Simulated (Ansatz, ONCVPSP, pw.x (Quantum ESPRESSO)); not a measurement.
What a changed setting does to a pw.x run (fcc Nb)

Potential: optimised norm-conserving Vanderbilt (ONCV), ONCVPSP 4.0.1, PBE; core [Ar] 3d10, reference 4s2 4p6 4d4 5s1; waves: 4s+5s: rc 2.05 bohr, ncon 3, nbas 8, qcut 6 1/bohr, 2 projectors; 4p: rc 1.90 bohr, ncon 4, nbas 7, qcut 6.2 1/bohr, 2 projectors, debl 1.9 Ha; 4d: rc 2.15 bohr, ncon 3, nbas 8, qcut 8.1 1/bohr, 1 projector; local part: polynomial inside 1.60 bohr (lpopt 4, dvloc0 0.5 Ha); core correction: none.

The reference run (k-mesh 13³, cutoffs 50/200 Ry, Fermi–Dirac 0.01 Ry, mixing_beta 0.4, conv_thr 1e-9, no spin) gives 0.74 GPa at 18.774 Å³/atom, where all-electron LAPW gives 0.27 GPa. This run, with its own iteration cap, changes degauss to 0.005.

```
&control
  calculation='scf', prefix='x', pseudo_dir='./', outdir='./tmp', tstress=.true., disk_io='none'
/
&system
  ibrav=0, nat=1, ntyp=1, ecutwfc=50, ecutrho=200, nbnd=14,
  occupations='smearing', smearing='fd', degauss=0.005
/
&electrons
  conv_thr=1e-09, mixing_beta=0.4, electron_maxstep=60
/
ATOMIC_SPECIES
Nb 1.0 Nb.UPF
CELL_PARAMETERS angstrom
  0.00000000 2.10948094 2.10948094
  2.10948094 0.00000000 2.10948094
  2.10948094 2.10948094 0.00000000
ATOMIC_POSITIONS crystal
Nb 0.0000 0.0000 0.0000
K_POINTS automatic
13 13 13 0 0 0
```

```bash
pw.x < Nb.scf.in > Nb.scf.out
```

Question: How does the run end?

Answer: It converges in 8 iterations; the free energy moves by +35.4 meV/atom and the pressure by -0.11 GPa. In a metal, with Fermi–Dirac smearing, F lies below its zero-width value by a term in the square of the width.

```
Message from routine setup:
     using ibrav=0 with symmetry is DISCOURAGED, use correct ibrav instead
     lattice parameter (alat)  =       5.6375  a.u.
     unit-cell volume          =     126.6932 (a.u.)^3
     number of electrons       =        13.00
     number of Kohn-Sham states=           14
     kinetic-energy cutoff     =      50.0000  Ry
     charge density cutoff     =     200.0000  Ry
     scf convergence threshold =      1.0E-09
     Exchange-correlation= PBE
     number of k points=    84  Fermi-Dirac smearing, width (Ry)=  0.0050
     iteration #  1     ecut=    50.00 Ry     beta= 0.40
     total energy              =    -115.07688019 Ry
     estimated scf accuracy    <       0.09922353 Ry
     iteration #  2     ecut=    50.00 Ry     beta= 0.40
     total energy              =    -115.07981766 Ry
     estimated scf accuracy    <       0.01247914 Ry
     iteration #  3     ecut=    50.00 Ry     beta= 0.40
     total energy              =    -115.08126669 Ry
     estimated scf accuracy    <       0.00081807 Ry
     iteration #  4     ecut=    50.00 Ry     beta= 0.40
     total energy              =    -115.08130615 Ry
     estimated scf accuracy    <       0.00002877 Ry
     iteration #  5     ecut=    50.00 Ry     beta= 0.40
     total energy              =    -115.08131323 Ry
     estimated scf accuracy    <       0.00000045 Ry
     iteration #  6     ecut=    50.00 Ry     beta= 0.40
     total energy              =    -115.08131332 Ry
     estimated scf accuracy    <       0.00000003 Ry
     iteration #  7     ecut=    50.00 Ry     beta= 0.40
     total energy              =    -115.08131331 Ry
     estimated scf accuracy    <          5.6E-09 Ry
     iteration #  8     ecut=    50.00 Ry     beta= 0.40
     the Fermi energy is    17.2869 ev
!    total energy              =    -115.08131332 Ry
     estimated scf accuracy    <          3.4E-10 Ry
     smearing contrib. (-TS)   =      -0.00177814 Ry
     The total energy is F=E-TS. E is the sum of the following terms:
     one-electron contribution =     -20.51052230 Ry
     hartree contribution      =      16.30570907 Ry
     xc contribution           =     -13.68764685 Ry
     ewald contribution        =     -97.18707509 Ry
     convergence has been achieved in   8 iterations
          total   stress  (Ry/bohr**3)                   (kbar)     P=        6.34
     Message from routine punch:
     Nothing written, as per user request (disk_io='none')
```

The run took about 6 s on one core of a shared server CPU.
